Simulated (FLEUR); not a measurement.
# CdSe (Cadmoselite) (P6_3mc) in FLEUR: further runs

One crystal, CdSe (Cadmoselite), is run at these levels: LDA (von Barth-Hedin); tasks: band structure, equation of state.

All numbers are computed with FLEUR MaX-R8.1 (later development tree); they aren't measurements. Logs are shortened: lines on timing, memory, paths and dates and some standing lists are left out, and cuts for length are marked.

**What was measured.**

A printed reference work, data compilation reports, for a bulk crystal of CdSe at 2 K: band gap 1.841 eV.

The results are compared with them further down.

### Step 1. The structure

It takes space group P6_3mc (No. 186, hexagonal). Conventional cell: a = 4.300 Å, b = 4.300 Å, c = 7.020 Å, α = 90.00°, β = 90.00°, γ = 120.00°. Around Cd (site symmetry 3m) lie 4 Se at 2.61 to 2.70 Å. Se (site symmetry 3m) is surrounded by 4 Cd at 2.61 to 2.70 Å.

### Step 2. Band structure, LDA (von Barth-Hedin)

inp.xml

```xml
<?xml version="1.0" encoding="UTF-8" standalone="no"?>
<fleurInput fleurInputVersion="0.39">
   <comment>
      CdSe                                                                                                
   </comment>
   <calculationSetup>
      <cutoffs Kmax="3.95" Gmax="12.3" GmaxXC="12.3" numbands="0"/>
      <scfLoop itmax="60" minDistance="0.00001" maxIterBroyd="15" imix="Anderson" alpha="0.05" precondParam="0.0" spinf="2.0" sdNocoIR="T"/>
      <coreElectrons ctail="T" frcor="F" kcrel="0" coretail_lmax="0"/>
      <xcFunctional name="bh" relativisticCorrections="F"/>
      <magnetism jspins="1"/>
      <soc l_soc="F" theta="0.0" phi="0.0" spav="F"/>
      <expertModes spex="0" secvar="F"/>
      <geometryOptimization l_f="F" forcealpha="1.0" forcemix="BFGS" epsdisp="0.00001" epsforce="0.00001"/>
      <ldaU l_linMix="F" mixParam="0.05" spinf="1.0"/>
   </calculationSetup>
   <cell>
      <bzIntegration valenceElectrons="72.0" mode="hist" fermiSmearingEnergy="0.00183747">
         <kPointListSelection listName="default-1"/>
         <!-- k-points included here -->
         <xi:include xmlns:xi="http://www.w3.org/2001/XInclude" href="kpts.xml"> </xi:include>
      </bzIntegration>
      <!-- symmetry operations included here -->
      <xi:include xmlns:xi="http://www.w3.org/2001/XInclude" href="sym.xml"> </xi:include>
      <bulkLattice scale="1.0">
[... 32 lines left out ...]
         <lo type="SCLO" l="2" n="3" eDeriv="0"/>
         <lo type="SCLO" l="0" n="4" eDeriv="2"/>
         <lo type="SCLO" l="1" n="4" eDeriv="2"/>
         <lo type="SCLO" l="3" n="4" eDeriv="2"/>
      </species>
   </atomSpecies>
   <atomGroups>
      <atomGroup species="Cadmium (Cd)">
         <relPos label="                   1">-1.000/3.000 1.000/3.000 1.000/2.000</relPos>
         <relPos label="                   2">1.000/3.000 -1.000/3.000 .0000000000</relPos>
         <force calculate="T" relaxXYZ="TTT"/>
      </atomGroup>
      <atomGroup species="Selenium (Se)">
         <relPos label="                   3">-1.000/3.000 1.000/3.000 -.1150000000</relPos>
         <relPos label="                   4">1.000/3.000 -1.000/3.000 .3850000000</relPos>
         <force calculate="T" relaxXYZ="TTT"/>
      </atomGroup>
   </atomGroups>
   <output dos="F" band="F" slice="F">
      <checks vchk="F" cdinf="F"/>
      <bandDOS minEnergy="-.5*Htr" maxEnergy="0.5*Htr" sigma="0.015" storeEVData="T"/>
      <vacuumDOS vacdos="F" integ="F" star="F" nstars="0" locx1="0.0" locy1="0.0" locx2="0.0" locy2="0.0" nstm="0" tworkf="0.0"/>
      <unfoldingBand unfoldBand="F" supercellX="1" supercellY="1" supercellZ="1"/>
      <plotting iplot="0" polar="F">
         <plot TwoD="T" vec1="  1.0  0.0  0.0" vec2="  0.0  1.0  0.0" vec3="  0.0  0.0  1.0" zero="  0.0  0.0  0.0" file="plot"/>
      </plotting>
      <chargeDensitySlicing numkpt="0" minEigenval="0.0" maxEigenval="0.0" nnne="0" pallst="F"/>
      <specialOutput eonly="F"/>
      <moessbauerParams electricFieldGradient="T" isomerShift="T" coreHyperfine="T" valenceHyperfine="T"/>
      <magneticCircularDichroism mcd="F" energyLo="-10.0" energyUp="0.0"/>
   </output>
  <!-- We include the file relax.xml here to enable relaxations (see documentation) -->
  <xi:include xmlns:xi="http://www.w3.org/2001/XInclude" href="relax.xml"> <xi:fallback/> </xi:include>
</fleurInput>
```

crystal.txt

```
CdSe
&input cartesian=F /
4.3000000000  0.0000000000  0.0000000000
-2.1500000000  3.7239092363  0.0000000000
0.0000000000  0.0000000000  7.0200000000
1.8897261246
1.0 1.0 1.0

4
48 0.6666666667  0.3333333333  0.5000000000
48 0.3333333333  0.6666666667  0.0000000000
34 0.6666666667  0.3333333333  0.8850000000
34 0.3333333333  0.6666666667  0.3850000000

&kpt div1=7 div2=7 div3=4 gamma=T /
```

inp.xml (bands)

```
<?xml version="1.0" encoding="UTF-8" standalone="no"?>
<fleurInput fleurInputVersion="0.39">
   <comment>
      CdSe                                                                                                
   </comment>
   <calculationSetup>
      <cutoffs Kmax="3.95" Gmax="12.3" GmaxXC="12.3" numbands="0"/>
      <scfLoop itmax="60" minDistance="0.00001" maxIterBroyd="15" imix="Anderson" alpha="0.05" precondParam="0.0" spinf="2.0" sdNocoIR="T"/>
      <coreElectrons ctail="T" frcor="F" kcrel="0" coretail_lmax="0"/>
      <xcFunctional name="bh" relativisticCorrections="F"/>
      <magnetism jspins="1"/>
      <soc l_soc="F" theta="0.0" phi="0.0" spav="F"/>
      <expertModes spex="0" secvar="F"/>
      <geometryOptimization l_f="F" forcealpha="1.0" forcemix="BFGS" epsdisp="0.00001" epsforce="0.00001"/>
      <ldaU l_linMix="F" mixParam="0.05" spinf="1.0"/>
   </calculationSetup>
   <cell>
      <bzIntegration valenceElectrons="72.0" mode="hist" fermiSmearingEnergy="0.00183747">
         <kPointListSelection listName="path-1"/>
         <!-- k-points included here -->
         <xi:include xmlns:xi="http://www.w3.org/2001/XInclude" href="kpts.xml"> </xi:include>
      </bzIntegration>
      <!-- symmetry operations included here -->
      <xi:include xmlns:xi="http://www.w3.org/2001/XInclude" href="sym.xml"> </xi:include>
[... 33 lines left out ...]
         <lo type="SCLO" l="2" n="3" eDeriv="0"/>
         <lo type="SCLO" l="0" n="4" eDeriv="2"/>
         <lo type="SCLO" l="1" n="4" eDeriv="2"/>
         <lo type="SCLO" l="3" n="4" eDeriv="2"/>
      </species>
   </atomSpecies>
   <atomGroups>
      <atomGroup species="Cadmium (Cd)">
         <relPos label="                   1">-1.000/3.000 1.000/3.000 1.000/2.000</relPos>
         <relPos label="                   2">1.000/3.000 -1.000/3.000 .0000000000</relPos>
         <force calculate="T" relaxXYZ="TTT"/>
      </atomGroup>
      <atomGroup species="Selenium (Se)">
         <relPos label="                   3">-1.000/3.000 1.000/3.000 -.1150000000</relPos>
         <relPos label="                   4">1.000/3.000 -1.000/3.000 .3850000000</relPos>
         <force calculate="T" relaxXYZ="TTT"/>
      </atomGroup>
   </atomGroups>
   <output dos="F" band="T" slice="F">
      <checks vchk="F" cdinf="F"/>
      <bandDOS minEnergy="-.5*Htr" maxEnergy="0.5*Htr" sigma="0.015" storeEVData="T"/>
      <vacuumDOS vacdos="F" integ="F" star="F" nstars="0" locx1="0.0" locy1="0.0" locx2="0.0" locy2="0.0" nstm="0" tworkf="0.0"/>
      <unfoldingBand unfoldBand="F" supercellX="1" supercellY="1" supercellZ="1"/>
      <plotting iplot="0" polar="F">
         <plot TwoD="T" vec1="  1.0  0.0  0.0" vec2="  0.0  1.0  0.0" vec3="  0.0  0.0  1.0" zero="  0.0  0.0  0.0" file="plot"/>
      </plotting>
      <chargeDensitySlicing numkpt="0" minEigenval="0.0" maxEigenval="0.0" nnne="0" pallst="F"/>
      <specialOutput eonly="F"/>
      <moessbauerParams electricFieldGradient="T" isomerShift="T" coreHyperfine="T" valenceHyperfine="T"/>
      <magneticCircularDichroism mcd="F" energyLo="-10.0" energyUp="0.0"/>
   </output>
  <!-- We include the file relax.xml here to enable relaxations (see documentation) -->
  <xi:include xmlns:xi="http://www.w3.org/2001/XInclude" href="relax.xml"> <xi:fallback/> </xi:include>
</fleurInput>
```

Potentials or basis: all-electron, FLAPW.

Command:

```console
inpgen -f crystal.txt -profile fastHighL
# inp.xml edited to the form shown
fleur_MPI
fleur_MPI   # second run, on inp.xml (bands)
```

Output:

```text
Welcome to FLEUR        (www.flapw.de)
      MaX-Release 8.1          (www.max-centre.eu)

 ========== k-point set info ==========
 Selected k-point list: default-1
 k-point list type: mesh
 7 x 7 x 4
 Number of k points: 24

 ------------Calculation Setup---------------------------
 Number of MPI-tasks      :            1
 Number of PE/node        :            1
 Number of OMP-threads    :            1
 Most efficient MPI parallelization for:
           1           2           3           4           6           8          12          24
 Additional eigenvalue parallelization possible
 Number of basis functions:          938
 Approximate size of matrices (H+S) per k-point:         0.026 GB
 --------------------------------------------------------
 Iteration:     1   Distance:       6.12119666 me/bohr^3
 Iteration:     2   Distance:       5.52368187 me/bohr^3
 Iteration:     3   Distance:       3.21247630 me/bohr^3
 Iteration:     4   Distance:       1.06296947 me/bohr^3
 Iteration:     5   Distance:       0.83279542 me/bohr^3
 Iteration:     6   Distance:       0.15514306 me/bohr^3
 Iteration:     7   Distance:       0.08431884 me/bohr^3
 Iteration:     8   Distance:       0.05302155 me/bohr^3
 Iteration:     9   Distance:       0.00568847 me/bohr^3
 Iteration:    10   Distance:       0.00537744 me/bohr^3
 Iteration:    11   Distance:       0.00091824 me/bohr^3
 Iteration:    12   Distance:       0.00037869 me/bohr^3
 Iteration:    13   Distance:       0.00028561 me/bohr^3
 Iteration:    14   Distance:       0.00005826 me/bohr^3
 Iteration:    15   Distance:       0.00002028 me/bohr^3
 Iteration:    16   Distance:       0.00001720 me/bohr^3
 Iteration:    17   Distance:       0.00000457 me/bohr^3

 ********************************************************************
 Run finished successfully
 Stop message:
   all done
 ********************************************************************
```

It took 6.7 min on 1 thread of Arm Neoverse V1, shared host; peak memory 0.11 GiB.

What came out:

```
Free energy                                           : -436443.5058 eV
Band gap on the k mesh                                : 0.44 eV, direct
Band gap along the path                               : 0.44 eV, direct
Valence electrons inside the program's atomic spheres : Cd 18.39; Se 13.59 (radii Cd 2.47, Se 2.1 bohr)
```

Levels at the corners of the path, in eV from the valence-band top:
```tsv
point	band 32	band 33	band 34	band 35	band 36	band 37	band 38	band 39	band 40	band 41
Γ	-0.73	-0.73	-0.02	0.00	0.00	0.44	1.91	5.76	5.76	6.01
M	-3.80	-2.61	-1.88	-1.26	-0.85	3.05	3.14	4.67	5.98	6.56
K	-3.94	-3.12	-1.82	-1.82	-1.81	4.24	4.66	4.66	6.90	6.93
Γ	-0.73	-0.73	-0.02	0.00	0.00	0.44	1.91	5.76	5.76	6.01
A	-2.64	-0.38	-0.38	-0.38	-0.38	2.13	2.13	5.65	5.65	6.15
L	-4.32	-1.40	-1.40	-1.31	-1.31	2.80	2.80	4.65	4.65	7.55
H	-4.22	-2.53	-2.53	-1.07	-1.07	3.63	3.63	5.76	5.76	6.07
A	-2.64	-0.38	-0.38	-0.38	-0.38	2.13	2.13	5.65	5.65	6.15
L	-4.32	-1.40	-1.40	-1.31	-1.31	2.80	2.80	4.65	4.65	7.55
M	-3.80	-2.61	-1.88	-1.26	-0.85	3.05	3.14	4.67	5.98	6.56
K	-3.94	-3.12	-1.82	-1.82	-1.81	4.24	4.66	4.66	6.90	6.93
H	-4.22	-2.53	-2.53	-1.07	-1.07	3.63	3.63	5.76	5.76	6.07
```

Core levels (eV from the Fermi level):
```csv
atom,levels
1 Cd,"1s1/2 -26473.2, 2s1/2 -3926.6, 2p1/2 -3657.3, 2p3/2 -3465.1, 3s1/2 -728.0, 3p1/2 -619.9, 3p3/2 -585.6, 3d3/2 -393.6, 3d5/2 -386.6"
2 Cd,"1s1/2 -26473.2, 2s1/2 -3926.6, 2p1/2 -3657.3, 2p3/2 -3465.1, 3s1/2 -728.0, 3p1/2 -619.9, 3p3/2 -585.6, 3d3/2 -393.6, 3d5/2 -386.6"
3 Se,"1s1/2 -12472.9, 2s1/2 -1597.4, 2p1/2 -1433.8, 2p3/2 -1392.1, 3s1/2 -206.2, 3p1/2 -150.2, 3p3/2 -144.3"
4 Se,"1s1/2 -12472.9, 2s1/2 -1597.4, 2p1/2 -1433.8, 2p3/2 -1392.1, 3s1/2 -206.2, 3p1/2 -150.2, 3p3/2 -144.3"
```

### Step 3. Equation of state, LDA (von Barth-Hedin), 26.42 Å³/atom (volume scaled by 0.94)

Changes to inp.xml since step 2:

```diff
@@ -6,3 +6,3 @@
    <calculationSetup>
-      <cutoffs Kmax="3.95" Gmax="12.3" GmaxXC="12.3" numbands="0"/>
+      <cutoffs Kmax="4.07" Gmax="12.6" GmaxXC="12.6" numbands="0"/>
       <scfLoop itmax="60" minDistance="0.00001" maxIterBroyd="15" imix="Anderson" alpha="0.05" precondParam="0.0" spinf="2.0" sdNocoIR="T"/>
@@ -24,3 +24,3 @@
       <xi:include xmlns:xi="http://www.w3.org/2001/XInclude" href="sym.xml"> </xi:include>
-      <bulkLattice scale="1.0">
+      <bulkLattice scale="0.9795861087">
          <bravaisMatrix>
@@ -34,3 +34,3 @@
       <species name="Cadmium (Cd)" element="Cd" atomicNumber="48">
-         <mtSphere radius="2.47" gridPoints="817" logIncrement="0.016"/>
+         <mtSphere radius="2.4" gridPoints="817" logIncrement="0.016"/>
          <atomicCutoffs lmax="10" lnonsphr="8"/>
@@ -48,3 +48,3 @@
       <species name="Selenium (Se)" element="Se" atomicNumber="34">
-         <mtSphere radius="2.1" gridPoints="695" logIncrement="0.018"/>
+         <mtSphere radius="2.04" gridPoints="695" logIncrement="0.018"/>
          <atomicCutoffs lmax="8" lnonsphr="6"/>
```

Potentials or basis: all-electron, FLAPW.

Command:

```console
inpgen -f crystal.txt -profile fastHighL
# inp.xml edited to the form shown
fleur_MPI
```

It took 5.5 min on 1 thread of Arm Neoverse V1, shared host; peak memory 0.12 GiB.

It converged, with:

```
Free energy                                           : -436443.5095 eV
Band gap on the k mesh                                : 0.56 eV, direct
Valence electrons inside the program's atomic spheres : Cd 18.28; Se 13.42 (radii Cd 2.4, Se 2.04 bohr)
```

Caveat: the plane-wave cutoff is short for the semicore states, which can make moduli rough.

### Step 4. Equation of state, LDA (von Barth-Hedin), 26.98 Å³/atom (volume scaled by 0.96)

Changes to inp.xml since step 3:

```diff
@@ -24,3 +24,3 @@
       <xi:include xmlns:xi="http://www.w3.org/2001/XInclude" href="sym.xml"> </xi:include>
-      <bulkLattice scale="0.9795861087">
+      <bulkLattice scale="0.9864848297">
          <bravaisMatrix>
```

Command:

```console
inpgen -f crystal.txt -profile fastHighL
# inp.xml edited to the form shown
fleur_MPI
```

Wall time 5.9 min (1 thread of Arm Neoverse V1, shared host); peak memory 0.12 GiB.

It converged, with:

| Property | Result |
| --- | --- |
| Free energy | -436443.5175 eV |
| Band gap on the k mesh | 0.52 eV, direct |
| Valence electrons inside the program's atomic spheres | Cd 18.26; Se 13.41 (radii Cd 2.4, Se 2.04 bohr) |

Caveat: the plane-wave cutoff is short for the semicore states, which can make moduli rough.

### Step 5. Equation of state, LDA (von Barth-Hedin), 28.10 Å³/atom

Changes to inp.xml since step 4:

```diff
@@ -24,3 +24,3 @@
       <xi:include xmlns:xi="http://www.w3.org/2001/XInclude" href="sym.xml"> </xi:include>
-      <bulkLattice scale="0.9864848297">
+      <bulkLattice scale="1.0000000000">
          <bravaisMatrix>
```

Command:

```console
inpgen -f crystal.txt -profile fastHighL
# inp.xml edited to the form shown
fleur_MPI
```

Run time: 7 min. Hardware: 1 thread of Arm Neoverse V1, shared host; peak memory 0.12 GiB.

The run converged. Its results:

| Property | Result |
| --- | --- |
| Free energy | -436443.4844 eV |
| Band gap on the k mesh | 0.44 eV, direct |
| Valence electrons inside the program's atomic spheres | Cd 18.23; Se 13.39 (radii Cd 2.4, Se 2.04 bohr) |

Caveat: the plane-wave cutoff is short for the semicore states, which can make moduli rough.

### Step 6. Equation of state, LDA (von Barth-Hedin), 29.23 Å³/atom (volume scaled by 1.04)

Changes to inp.xml since step 5:

```diff
@@ -24,3 +24,3 @@
       <xi:include xmlns:xi="http://www.w3.org/2001/XInclude" href="sym.xml"> </xi:include>
-      <bulkLattice scale="1.0000000000">
+      <bulkLattice scale="1.0131594038">
          <bravaisMatrix>
```

Potentials or basis: all-electron, FLAPW.

Command:

```console
inpgen -f crystal.txt -profile fastHighL
# inp.xml edited to the form shown
fleur_MPI
```

Wall time 7.7 min (1 thread of Arm Neoverse V1, shared host); peak memory 0.13 GiB.

Results (log left out):

```
Free energy                                           : -436443.3960 eV
Band gap on the k mesh                                : 0.36 eV, direct
Valence electrons inside the program's atomic spheres : Cd 18.20; Se 13.37 (radii Cd 2.4, Se 2.04 bohr)
```

Caveat: the plane-wave cutoff is short for the semicore states, which can make moduli rough.

### Step 7. Equation of state, LDA (von Barth-Hedin), 29.79 Å³/atom (volume scaled by 1.06)

Changes to inp.xml since step 6:

```diff
@@ -24,3 +24,3 @@
       <xi:include xmlns:xi="http://www.w3.org/2001/XInclude" href="sym.xml"> </xi:include>
-      <bulkLattice scale="1.0131594038">
+      <bulkLattice scale="1.0196128224">
          <bravaisMatrix>
```

Command:

```console
inpgen -f crystal.txt -profile fastHighL
# inp.xml edited to the form shown
fleur_MPI
```

Wall time 7.9 min (1 thread of Arm Neoverse V1, shared host); peak memory 0.13 GiB.

The run converged. Its results:

```yaml
Free_energy: -436443.3359 eV
Band_gap_on_the_k_mesh: 0.32 eV, direct
Valence_electrons_inside_the_program's_atomic_spheres: Cd 18.19; Se 13.36 (radii Cd 2.4, Se 2.04 bohr)
```

Caveat: the plane-wave cutoff is short for the semicore states, which can make moduli rough.

### Step 8. Equation of state, LDA (von Barth-Hedin)

Potentials or basis: all-electron, FLAPW.

No new run: the results of the series are fitted here.

Results:

```yaml
Equilibrium_volume: 26.95 Å³/atom
Bulk_modulus_at_fixed_shape_and_positions: 60 GPa
```

Energy against volume, from the lowest point:
| volume (Å³/atom) | energy (meV/atom) |
| --- | --- |
| 26.416 | 1.98 |
| 26.978 | 0.00 |
| 28.102 | 8.26 |
| 29.227 | 30.37 |
| 29.789 | 45.38 |

Caveat: the plane-wave cutoff is short for the semicore states, which can make moduli rough; the cell was scaled at fixed shape and fractional positions, which overstates the stiffness of a crystal with free parameters, most of all of layers and chains.

### Step 9. Comparison with measurements

Step 2. A measured gap of CdSe is 1.841 eV (2 K; a printed reference work, data compilation); the calculated 0.44 eV misses it by -1.40 eV. So large a miss can be the level of theory's own, or it may mean another phase, state or a wrong row. Spin-orbit coupling on Cd, Se is left out. The value is that of LDA (von Barth-Hedin), without temperature or zero-point motion.
